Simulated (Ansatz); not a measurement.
# Phases of FeSi at 47 GPa

Structure types of FeSi are relaxed in primitive cells with their symmetry kept at 47 GPa on PAW files, and LAPW takes those cells. The enthalpy is E + pV at zero temperature, without zero-point motion. Only the types listed were tried, and differences under about 5 meV/atom are mesh noise. The real phase may be another.

Computed with Ansatz 0.2.0; functional PBE, scalar-relativistic. Settings: Fermi–Dirac smearing of 0.05 eV, spin-polarised from start moments Fe1 2.5 μB. Methods: LAPW: all electrons, basis error target 0.5 meV/atom; PAW: frozen-core files, cutoff 420 eV.

k meshes: rocksalt 15×15×15, CsCl 15×15×15, zincblende 13×13×13, wurtzite 10×10×6.

The start moments died away, and the runs ended non-magnetic.

```json
{"start type": "rocksalt", "ends as": "rocksalt, Fm-3m", "a, b, c (Å)": "4.368, 4.368, 4.368", "V (Å³/atom)": "10.42", "H − H(lowest), LAPW (meV/atom)": "1238.5", "moment (μB/atom)": "0.00"}
{"start type": "CsCl", "ends as": "CsCl, Pm-3m", "a, b, c (Å)": "2.630, 2.630, 2.630", "V (Å³/atom)": "9.09", "H − H(lowest), LAPW (meV/atom)": "0.0", "moment (μB/atom)": "0.00"}
{"start type": "zincblende", "ends as": "zincblende, F-43m", "a, b, c (Å)": "4.687, 4.687, 4.687", "V (Å³/atom)": "12.87", "H − H(lowest), LAPW (meV/atom)": "?", "moment (μB/atom)": "0.00"}
{"start type": "wurtzite", "ends as": "flat h-MgO, P6_3/mmc", "a, b, c (Å)": "3.603, 3.603, 4.219", "V (Å³/atom)": "11.86", "H − H(lowest), LAPW (meV/atom)": "?", "moment (μB/atom)": "0.00"}
```

Task: Give the missing entry: row "zincblende", column "H − H(lowest), LAPW (meV/atom)".

Result: 2610.9.

Task: Give the missing entry: row "wurtzite", column "H − H(lowest), LAPW (meV/atom)".

Result: 1750.6.

Task: Split the lead of CsCl over rocksalt into energy and pV.

Result: For rocksalt less CsCl: ΔE = +849.4 meV/atom, and p·ΔV = 47 GPa × +1.3262 Å³ × 6.242 meV/(GPa·Å³) = +389.0 meV/atom, together 1238.4 meV/atom. CsCl wins on both counts.
